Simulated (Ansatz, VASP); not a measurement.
# GaN: VASP beside Ansatz

Contents of POSCAR:

```
GaN
1.0
    0.0326554308      2.2478736862      2.2478736862
    2.2478736862      0.0326554308      2.2478736862
    2.2478736862      2.2478736862      0.0326554308
Ga N
1 1
Direct
    0.0011432943      0.0011432943      0.0011432943
    0.2488567057      0.2488567057      0.2488567057
```

The input INCAR.step1:

```
SYSTEM = GaN
ALGO = Normal
EDIFF = 1E-4
ENCUT = 520
GGA = PE
ISMEAR = 0
LASPH = .True.
LCHARG = .False.
LREAL = .False.
LWAVE = .True.
NBANDS = 16
NELM = 100
PREC = Accurate
SIGMA = 0.01
```

INCAR.step2

```
SYSTEM = GaN
ALGO = Normal
EDIFF = 1E-6
ENCUT = 520
ISIF = 2
ISMEAR = 0
ISTART = 1
LASPH = .True.
LCHARG = .False.
LMIXTAU = .True.
LREAL = .False.
LWAVE = .False.
METAGGA = R2SCAN
NBANDS = 16
NELM = 100
PREC = Accurate
SIGMA = 0.01
```

KPOINTS

```
k-points
0
Gamma
  10 10 10
  0 0 0
```

Input for Ansatz:

```yaml
crystal:
  lattice:
    - [0.0326554308, 2.2478736862, 2.2478736862]
    - [2.2478736862, 0.0326554308, 2.2478736862]
    - [2.2478736862, 2.2478736862, 0.0326554308]
  atoms:
    - { symbol: Ga, position: [0.0011432943, 0.0011432943, 0.0011432943] }
    - { symbol: "N", position: [0.2488567057, 0.2488567057, 0.2488567057] }
kpoints:
  mp_grid: { grid: [10, 10, 10] }
  band_path:
    path:
      - [0.0, 0.0, 0.0]
      - [-0.5, -0.5, 0.0]
      - [-0.375, -0.375, 0.25]
      - [-0.375, 0.0, 0.375]
      - [0.0, 0.0, 0.5]
      - [-0.5, -0.25, 0.25]
    npoints: 1
hamiltonian:
  xc: r2scan
scf:
  occupations: { method: fixed }
  n_extra_bands: 4
output:
  forces: true
  stress: true
  eigenvalues: true
```

Change from the starting cell: epitaxial_111 strain -1.5%.

Alike in both runs: task single point; functional r2SCAN; k mesh 10 × 10 × 10; no spin polarisation.

```csv
,VASP,Ansatz
version,VASP 6.6.1,Ansatz 0.2.0
potentials or method,"VASP PAW PBE potentials, release 64 (Ga_d, N)","plane waves, PAW"
plane-wave cutoff (eV),520,500
occupations,"gaussian, width 0.01 eV",fixed
valence electrons in the cell,18,18
```

```tsv
	VASP	Ansatz	Ansatz less VASP
gap on the k mesh at the Fermi level (eV)	2.25	2.26	+0.010
pressure (GPa)	6.1	4.8	-1.29
largest component of the traceless stress (GPa)	2.45	2.44	-0.007
```

Caveats: the PAW data sets were made with another functional, which shifts forces and pressure a little (VASP).
